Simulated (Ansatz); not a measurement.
## GaP, space group F-43m: an optical spectrum, step by step

Computed with Ansatz 0.2.0, Python API.

Input file `gap.cif`:
```cif
data_GaP
_cell_length_a 3.854086
_cell_length_b 3.854086
_cell_length_c 3.854086
_cell_angle_alpha 60.00000
_cell_angle_beta 60.00000
_cell_angle_gamma 60.00000
_symmetry_space_group_name_H-M 'P 1'
_symmetry_Int_Tables_number 1
loop_
_symmetry_equiv_pos_as_xyz
'x, y, z'
loop_
_atom_site_label
_atom_site_type_symbol
_atom_site_fract_x
_atom_site_fract_y
_atom_site_fract_z
Ga1 Ga    0.000000    0.000000    0.000000
P2 P    0.250000    0.250000    0.250000
```

The cells in order, each with its output:

```python
import ansatz as az
from ase.io import read
import matplotlib.pyplot as plt
import numpy as np

atoms = read("gap.cif")
crystal = az.Crystal.from_ase(atoms)
```

```python
setup = (
    crystal.calculation()
    .functional("pbesol", dispersion="d4")
    .basis(420)
    .kpoints(6)
    .occupations(az.OccupationsMethod.FERMI_DIRAC, width=20 * az.meV)
    .scf(tolerance=1e-10)
    .optics(energy_step=0.1, nscf_kmesh=(8, 8, 8))
)
result = setup.run(threads=1, pin="off")
spectra = result.optics()
energy, filling = np.asarray(spectra.photon_energy_ev), spectra.band_filling
gapped = filling.kind == "insulating"
eps1 = np.asarray(filling.eps1 if gapped else filling.eps1_interband)[:3].mean(axis=0)
eps2 = np.asarray(filling.eps2 if gapped else filling.eps2_interband)[:3].mean(axis=0)
print("filling:", filling.kind, "- valid up to", round(spectra.valid_up_to_ev, 2), "eV,", spectra.n_bands, "bands")
top = min(12, spectra.valid_up_to_ev)
shown = energy <= top
plt.figure(figsize=(4.8, 3.2))
plt.plot(energy[shown], eps1[shown], label="eps1")
plt.plot(energy[shown], eps2[shown], label="eps2")
plt.xlabel("photon energy (eV)")
plt.legend()
plt.tight_layout()
plt.savefig("optics.png", dpi=100)
peak = int(np.argmax(np.where(shown & (energy > 0.3), eps2, 0)))
print(f"strongest absorption at {energy[peak]:.2f} eV, eps2 = {eps2[peak]:.2f}")
if gapped:
    print("eps_inf, bands beyond those summed included:", np.round(filling.eps_inf[:3], 3))
print("f-sum electrons:", np.round(filling.get("f_sum_n_eff"), 3))
```

    DeckWarning: scf.convergence.dr2_threshold = 1e-10 eV is looser than 1e-11 eV, the default for `output.optics` on PAW and all-electron files: empty levels that such a close leaves unsettled move lines of the spectra; leave scf.convergence.dr2_threshold unset, or set it to the tightest value that every SCF of the run reaches
    filling: insulating - valid up to 3.51 eV, 13 bands
    strongest absorption at 2.80 eV, eps2 = 14.12
    eps_inf, bands beyond those summed included: [11.319 11.319 11.319]
    f-sum electrons: [6.883 6.883 6.883]

Reading the output:
- The structure is a deposited one; some such entries were measured under pressure or heat, so a shift against it needn't be the functional's error alone.
- Warnings are shown shortened and without file and line.
- Independent-particle spectra on Kohn-Sham bands hold no excitons, and semilocal gaps are too small.
- It ran for 18 s on 1 thread of Arm Neoverse N1, on a shared host, peak memory 0.52 GiB.
